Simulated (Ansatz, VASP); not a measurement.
**One calculation of Ba, two programs**

Contents of INCAR:

```
SYSTEM = Ba
PREC     = Accurate       ! precision mode
ENCUT    = 520            ! plane-wave cutoff, eV
EDIFF    = 1E-7           ! SCF threshold, eV
ISMEAR   = 0              ! smearing method
SIGMA    = 0.1            ! smearing width, eV
LREAL    = .FALSE.        ! projectors in reciprocal space
LASPH    = .TRUE.         ! aspherical terms in the spheres
NELM     = 80             ! most SCF steps
ALGO     = Normal         ! electronic algorithm
ISIF     = 2              ! what is computed and relaxed
LWAVE    = .FALSE.        ! write WAVECAR
LCHARG   = .FALSE.        ! write CHGCAR
GGA      = PE             ! functional
NBANDS   = 11             ! bands
```

KPOINTS

```
regular mesh
0
G
  9 9 9
  0 0 0
```

The input POSCAR:

```
Ba
1.0
    4.0716054855      0.0391771754      0.0391771754
    0.0391771754      4.0716054855      0.0391771754
    0.0391771754      0.0391771754      4.0716054855
Ba
1
Direct
    0.0000000000      0.0000000000      0.0000000000
```

Input for Ansatz:

```yaml
crystal:
  lattice:
    - [4.0716054855, 0.0391771754, 0.0391771754]
    - [0.0391771754, 4.0716054855, 0.0391771754]
    - [0.0391771754, 0.0391771754, 4.0716054855]
  atoms:
    - { symbol: Ba, position: [0.0, 0.0, 0.0] }
basis:
  ecutwfc: 420
kpoints:
  mp_grid: { grid: [9, 9, 9] }
hamiltonian:
  xc: pbe
scf:
  occupations: { method: gaussian, width: 0.1 }
output:
  forces: true
  stress: true
  eigenvalues: true
```

Alike in both runs: task single point; functional PBE; k mesh 9 × 9 × 9; occupations gaussian, width 0.1 eV; no spin polarisation.

|  | VASP | Ansatz |
| --- | --- | --- |
| version | VASP 6.6.1 | Ansatz 0.2.0 |
| potentials or method | VASP PAW PBE potentials, release 64 (Ba_sv) | scalar-relativistic, plane waves, PAW |
| plane-wave cutoff (eV) | 520 | 420 |
| valence electrons in the cell | 10 | 10 |

|  | VASP | Ansatz | Ansatz less VASP |
| --- | --- | --- | --- |
| gap on the k mesh at the Fermi level (eV) | 0.08 | 0.08 | 0.000 |
| least direct gap on the mesh (eV) | 0.08 | 0.08 | 0.000 |
| pressure (GPa) | -0.5 | -0.6 | -0.08 |
| largest component of the traceless stress (GPa) | 0.10 | 0.10 | -0.002 |

The functional is the same, so the differences come from potentials, cutoffs and numerics.

Caveats: spin-orbit coupling is left out, which moves the levels of the heavy elements; an odd mesh through Γ misses points on the zone boundary, where band edges often lie.
